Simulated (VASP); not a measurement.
Crystal: BaTiO3.

```
CELL_PARAMETERS angstrom
3.99980 0.00000 0.00000
0.00000 3.99980 0.00000
0.00000 0.00000 4.01800
ATOMIC_POSITIONS crystal
Ba 0.00000 0.00000 0.00000
Ti 0.50000 0.50000 0.49000
O 0.00000 0.50000 0.51700
O 0.50000 0.00000 0.51700
O 0.50000 0.50000 0.01900
```

- Program: VASP 6.6.1
- Task: relaxation of cell and atoms
- Functional: RPBE
- Dispersion: D3
- Potentials or basis: VASP PAW PBE potentials, release 64 (Ba_sv, Ti_sv, O)
- Cutoff: 600 eV
- k mesh: 7 × 7 × 7
- Occupations: fermi-dirac, width 0.05 eV
- Spin: no spin polarisation

At the start: pressure 4.7 GPa; volume 12.86 Å³/atom.

Where does the relaxation end?

Over 21 steps the energy falls by 15.3 meV/atom and the volume is 13.67 Å³/atom (+6.3 %); space group P4mm (No. 99, to 0.05 Å).

Step by step:
```csv
step,energy change (eV),largest force (eV/Å),pressure (GPa),volume (Å³)
1,0.0000,0.2802,4.73,64.28
2,-0.0203,0.5110,-3.28,67.88
3,-0.0331,0.4133,-0.41,66.45
4,-0.0450,0.2626,-0.17,66.60
5,-0.0531,0.1188,0.47,66.82
6,-0.0608,0.1207,0.13,67.22
7,-0.0675,0.1906,-0.33,68.03
8,-0.0712,0.1405,-0.04,67.76
9,-0.0714,0.1276,0.05,67.70
10,-0.0736,0.0804,0.44,67.60
11,-0.0740,0.0530,0.70,67.54
12,-0.0751,0.0707,-0.06,67.95
13,-0.0751,0.0670,-0.03,67.92
14,-0.0754,0.0449,-0.01,67.97
15,-0.0759,0.0432,0.03,68.11
16,-0.0762,0.0375,0.01,68.19
17,-0.0763,0.0289,-0.04,68.31
18,-0.0763,0.0687,0.16,68.30
19,-0.0764,0.0118,0.02,68.30
20,-0.0764,0.0116,0.02,68.30
21,-0.0764,0.0084,0.00,68.33
```

Final structure:
```
CELL_PARAMETERS angstrom
3.99709 0.00000 0.00000
0.00000 3.99709 0.00000
0.00000 0.00000 4.27658
ATOMIC_POSITIONS crystal
Ba 0.00000 0.00000 0.98690
Ti 0.50000 0.50000 0.46835
O 0.00000 0.50000 0.52107
O 0.50000 0.00000 0.52107
O 0.50000 0.50000 0.04560
```

Caveat: the PAW data sets were made with another functional, which shifts forces and pressure a little.
